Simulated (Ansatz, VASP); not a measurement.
**LiCl in VASP and in Ansatz**

The input INCAR:

```
  PREC = Accurate
  ENCUT = 520
  EDIFF = 1E-7
  ISMEAR = -1
  SIGMA = 0.05
  LREAL = False
  LASPH = True
  NELM = 80
  ALGO = Normal
  ISIF = 2
  LWAVE = False
  LCHARG = False
  GGA = PS
  NBANDS = 12
```

KPOINTS

```
Automatic mesh
0
Gamma
  9 9 9
```

File POSCAR:

```
LiCl
1.0
    0.0000000000      2.5301066968      2.5301066968
    2.5301066968      0.0000000000      2.5301066968
    2.5301066968      2.5301066968      0.0000000000
Cl Li
1 1
Direct
    0.5000000000      0.5000000000      0.5000000000
    0.0000000000      0.0000000000      0.0000000000
```

The input input.yaml:

```yaml
crystal:
  lattice:
    - [0.0, 2.5301066968, 2.5301066968]
    - [2.5301066968, 0.0, 2.5301066968]
    - [2.5301066968, 2.5301066968, 0.0]
  atoms:
    - { symbol: Cl, position: [0.5, 0.5, 0.5] }
    - { symbol: Li, position: [0.0, 0.0, 0.0] }
kpoints:
  mp_grid: { grid: [9, 9, 9] }
scf:
  occupations: { method: fermi_dirac, width: 0.05 }
hamiltonian:
  xc: pbesol
  pseudopotentials: { kind: all_electron, lapw: { basis_error: 0.001 } }
output:
  forces: true
  stress: true
  eigenvalues: true
```

Change from the starting cell: volume scaled by 0.96.

Alike in both runs: task single point; functional PBEsol; k mesh 9 × 9 × 9; occupations fermi-dirac, width 0.05 eV; no spin polarisation.

```csv
,VASP,Ansatz
version,VASP 6.6.1,Ansatz 0.2.0
potentials or method,"VASP PAW PBE potentials, release 64 (Cl, Li_sv)","all-electron LAPW, scalar-relativistic"
plane-wave cutoff (eV),520,see its input
```

VASP gave:

```
gap on the k mesh at the Fermi level (eV) : 6.37
least direct gap on the mesh (eV)         : 6.37
```

Q: Estimate Ansatz's values.

A: gap on the k mesh at the Fermi level (eV): 6.36; least direct gap on the mesh (eV): 6.36.

Ansatz ran all-electron here, so the differences hold the error of VASP's frozen core and of both bases.

Caveats: an odd mesh through Γ misses points on the zone boundary, where band edges often lie.
